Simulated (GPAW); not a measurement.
Al:

```
Al
1.0
     0.00000    2.02481    2.02481
     2.02481    0.00000    2.02481
     2.02481    2.02481    0.00000
Al
1
Cartesian
  0.0000 0.0000 0.0000
```

Base run:

```yaml
Program: GPAW 26.7.0
Functional: RPBE
Potentials_or_basis: the program's PAW data sets (release 1.2.1) made for this functional
Cutoff: 600 eV
Basis: pw
k_mesh: 11 × 11 × 11
Occupations: fermi-dirac, width 0.05 eV
Spin: no spin polarisation
```

Its results: pressure 1.2 GPa.

Task: After a change of settings the same cell gave: pressure -3.5 GPa. Which change was it?
A. functional from RPBE to BLYP; potentials or basis from the program's PAW data sets (release 1.2.1) made for this functional to PAW data sets generated in the run's folder for this functional
B. functional from RPBE to PBEsol; potentials or basis from the program's PAW data sets (release 1.2.1) made for this functional to PAW data sets generated in the run's folder for this functional
C. functional from RPBE to revPBE
D. functional from RPBE to LDA

Result: D.

LDA binds more tightly than RPBE, so the same cell stands under less pressure.

Runs at the PBE level aren't shown here.
